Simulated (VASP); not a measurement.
Runs of VASP 6.6.1 on BeTe. The structure is cubic, space group F-43m (No. 216). The conventional cell has a = 5.668 Å, b = 5.668 Å, c = 5.668 Å, α = 90.00°, β = 90.00°, γ = 90.00°. Around Be (site symmetry -43m) lie 4 Te at 2.45 Å. Te (site symmetry -43m) is surrounded by 4 Be at 2.45 Å. 

```tsv
level	potentials or basis	cell	gap on the mesh (eV)	pressure (GPa)
PBE	VASP PAW PBE potentials, release 64 (Be, Te)	atoms relaxed from: a relaxed cell with its volume scaled by 0.98	1.97	1.2
LDA	VASP PAW LDA potentials, release 64 (Be, Te)	atoms relaxed from: a relaxed cell with its volume scaled by 1.02	1.83	-1.2
LDA	VASP PAW LDA potentials, release 64 (Be, Te)	atoms relaxed from: a relaxed cell with its volume scaled by 1.06	(b)	-3.3
PBE	VASP PAW PBE potentials, release 64 (Be, Te)	atoms relaxed from: a relaxed cell with its volume scaled by 1.06	(c)	-2.9
PBE	VASP PAW PBE potentials, release 64 (Be, Te)	atoms relaxed from: a relaxed cell with its volume scaled by 1.02	2.07	-1.1
LDA	VASP PAW LDA potentials, release 64 (Be, Te)	atoms relaxed from: a relaxed cell with its volume scaled by 1.04	(a)	-2.3
PBE	VASP PAW PBE potentials, release 64 (Be, Te)	atoms relaxed from: a relaxed cell with its volume scaled by 1.04	2.11	-2.0
PBE	VASP PAW PBE potentials, release 64 (Be, Te)	atoms relaxed	2.02	0.0
```

Alike in all rows: task relaxation of the atoms; no spin polarisation; k mesh 8 × 8 × 8; cutoff (eV) 600; smearing gaussian 0.03 eV.

Estimate the missing entries.

(a) 1.87; (b) 1.92; (c) 2.15.

Caveats: the relaxation stopped at its first step, so nothing moved; spin-orbit coupling is left out, which moves the levels of the heavy elements.

A k mesh can miss the band edges, and the runs leave out spin-orbit coupling on Te.
